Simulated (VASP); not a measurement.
## C in VASP 6.6.1, single-point calculation

INCAR

```
NBANDS = 11
LASPH = .TRUE.
ISYM = -1
PREC = Accurate
NELM = 80
EDIFF = 1E-7
SIGMA = 0.01
LWAVE = .FALSE.
NSW = 0
ISMEAR = 0
ISIF = 2
LREAL = .FALSE.
ENCUT = 520
TIME = 0.1
IBRION = -1
LCHARG = .FALSE.
METAGGA = R2SCAN
ALGO = Damped
```

KPOINTS

```
KPOINTS created by Atomic Simulation Environment
0
Gamma
4 4 4
0 0 0
```

POSCAR

```
C
 1.0000000000000000
     0.0000000000000000    1.7801241435693234    1.7801241435693234
     1.7801241435693234   -0.0000000000000000    1.7801241435693234
     1.7801241435693234    1.7801241435693234   -0.0000000000000000
 C
   2
Cartesian
  0.0000000000000000  0.0000000000000000 -0.0000000000000000
  0.8900620717846617  0.8900620717846617  0.8900620717846617
```

The recommended PBE PAW datasets give the neutral cell 8 valence electrons.

Command

```
mpirun -np 1 vasp_std
```

OSZICAR

```
N       E                     dE             d eps       ncg     rms           ort
DAV:   1     0.126085665834E+02    0.12609E+02   -0.54022E+03   704   0.801E+02
DAV:   2    -0.203356031199E+02   -0.32944E+02   -0.30942E+02   704   0.153E+02
DAV:   3    -0.217856335341E+02   -0.14500E+01   -0.14345E+01   704   0.296E+01
DAV:   4    -0.218252882090E+02   -0.39655E-01   -0.39424E-01   704   0.449E+00
DAV:   5    -0.218264694913E+02   -0.11813E-02   -0.11774E-02   704   0.702E-01
SDA:   6    -0.193789160178E+02    0.24476E+01   -0.28228E-01   704   0.282E+00   0.000E+00
DMP:   7    -0.194055498789E+02   -0.26634E-01   -0.38054E-01   704   0.222E+00   0.251E+00
DMP:   8    -0.194399678532E+02   -0.34418E-01   -0.34100E-01   704   0.145E+00   0.308E+00
DMP:   9    -0.194696992973E+02   -0.29731E-01   -0.24327E-01   704   0.820E-01   0.254E+00
DMP:  10    -0.194901541473E+02   -0.20455E-01   -0.14599E-01   704   0.405E-01   0.166E+00
...
DMP:  26    -0.195144281809E+02   -0.52186E-05   -0.50890E-05   704   0.255E-04   0.400E-04
DMP:  27    -0.195144323279E+02   -0.41470E-05   -0.38157E-05   704   0.169E-04   0.335E-04
DMP:  28    -0.195144353875E+02   -0.30597E-05   -0.25790E-05   704   0.998E-05   0.249E-04
DMP:  29    -0.195144373757E+02   -0.19882E-05   -0.15405E-05   704   0.533E-05   0.159E-04
DMP:  30    -0.195144384894E+02   -0.11137E-05   -0.81027E-06   704   0.266E-05   0.858E-05
DMP:  31    -0.195144390183E+02   -0.52883E-06   -0.38194E-06   704   0.136E-05   0.387E-05
DMP:  32    -0.195144392306E+02   -0.21230E-06   -0.17662E-06   704   0.839E-06   0.146E-05
DMP:  33    -0.195144393130E+02   -0.82451E-07   -0.10062E-06   704   0.644E-06   0.571E-06
DMP:  34    -0.195144393650E+02   -0.51998E-07   -0.81099E-07   704   0.542E-06   0.424E-06
   1 F= -.19514439E+02 E0= -.19514439E+02  d E =-.590305E-20
```

From OUTCAR

```
k-points           NKPTS =     64   k-points in BZ     NKDIM =     64   number of bands    NBANDS=     11

   NELECT =       8.0000    total number of electrons

   dimension x,y,z NGX =    20 NGY =   20 NGZ =   20
   dimension x,y,z NGXF=    40 NGYF=   40 NGZF=   40

  energy-cutoff  :      520.00
  volume of cell :       11.28
      direct lattice vectors                 reciprocal lattice vectors
     0.000000000  1.780124144  1.780124144    -0.280879287  0.280879287  0.280879287
     1.780124144  0.000000000  1.780124144     0.280879287 -0.280879287  0.280879287
     1.780124144  1.780124144  0.000000000     0.280879287  0.280879287 -0.280879287

 k-points in reciprocal lattice and weights: KPOINTS created by Atomic Simulation Env
   0.00000000  0.00000000  0.00000000       0.016
   0.25000000  0.00000000  0.00000000       0.016
   0.50000000  0.00000000  0.00000000       0.016
  -0.25000000  0.00000000  0.00000000       0.016
   0.00000000  0.25000000  0.00000000       0.016
   0.25000000  0.25000000  0.00000000       0.016
   0.50000000  0.25000000  0.00000000       0.016
  -0.25000000  0.25000000  0.00000000       0.016
   ...

 E-fermi :   9.8874

 k-point     1 :       0.0000    0.0000    0.0000
  band No.  band energies     occupation
      1     -12.9565      2.00000
      2       9.8227      2.00000
      3       9.8227      2.00000
      4       9.8227      2.00000
      5      15.6672      0.00000
      6      15.6672      0.00000
      7      15.6672      0.00000
      8      23.7735      0.00000
      9      30.2635      0.00000
     10      37.2737      0.00000
     11      38.3265      0.00000

 k-point     2 :       0.2500    0.0000    0.0000
  band No.  band energies     occupation
      1     -11.1584      2.00000
      2       2.7857      2.00000
      3       7.9522      2.00000
      4       7.9522      2.00000
      5      18.0219      0.00000
      6      18.0219      0.00000
      7      18.3542      0.00000
      8      25.3424      0.00000
      9      31.7797      0.00000
     10      33.1341      0.00000
     11      34.3074      0.00000

 k-point     3 :       0.5000    0.0000    0.0000
  band No.  band energies     occupation
      1      -6.9745      2.00000
      2      -4.2923      2.00000
      3       6.8290      2.00000
      4       6.8290      2.00000
      5      18.7136      0.00000
      6      18.7136      0.00000
      7      19.0228      0.00000
      8      26.5603      0.00000
      9      33.1014      0.00000
     10      35.4047      0.00000
     11      37.0861      0.00000

 k-point     4 :      -0.2500    0.0000    0.0000
  band No.  band energies     occupation
      1     -11.1584      2.00000
      2       2.7857      2.00000
      3       7.9522      2.00000
      4       7.9522      2.00000
      5      18.0219      0.00000
      6      18.0219      0.00000
      7      18.3542      0.00000
      8      25.3424      0.00000
      9      31.7782      0.00000
     10      33.1341      0.00000
     11      34.6274      0.00000

 k-point     5 :       0.0000    0.2500    0.0000
  band No.  band energies     occupation
      1     -11.1584      2.00000
      2       2.7857      2.00000
      3       7.9522      2.00000
      4       7.9522      2.00000
      5      18.0219      0.00000
      6      18.0219      0.00000
      7      18.3542      0.00000
      8      25.3424      0.00000
      9      31.7854      0.00000
     10      33.1341      0.00000
     11      33.2492      0.00000

 ...

  Total        0.1576804      0.1576544      0.1576894     -0.0000135      0.0000208      0.0000095
  in kB       22.3927479     22.3890588     22.3940295     -0.0019141      0.0029604      0.0013438
  external PRESSURE =      22.3919454 kB  Pullay stress =       0.0000000 kB

 POSITION                                       TOTAL-FORCE (eV/Angst)
 -----------------------------------------------------------------------------------
      0.00000      0.00000      0.00000        -0.000032     -0.000030     -0.000006
      0.89006      0.89006      0.89006         0.000032      0.000030      0.000006
 -----------------------------------------------------------------------------------
    total drift:                                0.000006      0.000009     -0.000012

  FREE ENERGIE OF THE ION-ELECTRON SYSTEM (eV)
  ---------------------------------------------------
  free  energy   TOTEN  =       -19.5144393650 eV

  energy  without entropy=      -19.5144393650  energy(sigma->0) =      -19.51443937
```

It converged. Results: gap between bands v and c on the k mesh 4.64 eV; least direct gap on the k mesh 5.84 eV; pressure 2.2 GPa. Band v is the last that the valence electrons fill when counted band by band, and c is the next.

These settings aren't sound, so the numbers aren't properties of the crystal.

On sound settings r²SCAN gives a gap of 4.36 eV on its mesh and a pressure of 1.1 GPa for the intended cell.

The run took about 68 s on one core of a shared host (Intel Xeon Platinum 8488C) and held 0.13 GiB at most.
